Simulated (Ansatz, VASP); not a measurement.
Two plane-wave programs on MgO

```
Mg O
1.0
     0.00000    2.10709    2.10709
     2.10709    0.00000    2.10709
     2.10709    2.10709    0.00000
Mg O
1 1
Direct
  0.00000 0.00000 0.00000
  0.50000 0.50000 0.50000
```

Alike in both runs: task electric field gradients; functional PBEsol; k mesh 14 × 14 × 14; occupations gaussian, width 0.05 eV; no spin polarisation.

```csv
,VASP,Ansatz
version,VASP 6.6.1,Ansatz 0.2.0
potentials or method,"VASP PAW PBE potentials, release 64 (Mg, O)","scalar-relativistic, plane waves, PAW"
plane-wave cutoff (eV),520,420
valence electrons in the cell,8,16
```

```csv
,VASP,Ansatz,Ansatz less VASP
gap on the k mesh at the Fermi level (eV),4.62,4.62,0.000
least direct gap on the mesh (eV),4.62,4.62,0.000
pressure (GPa),-0.5,0.0,+0.50
```

The two sets of potentials don't hold the same shells in valence.

Caveats: the PAW data sets were made with another functional, which shifts forces and pressure a little (VASP). A k mesh can miss the band edges.
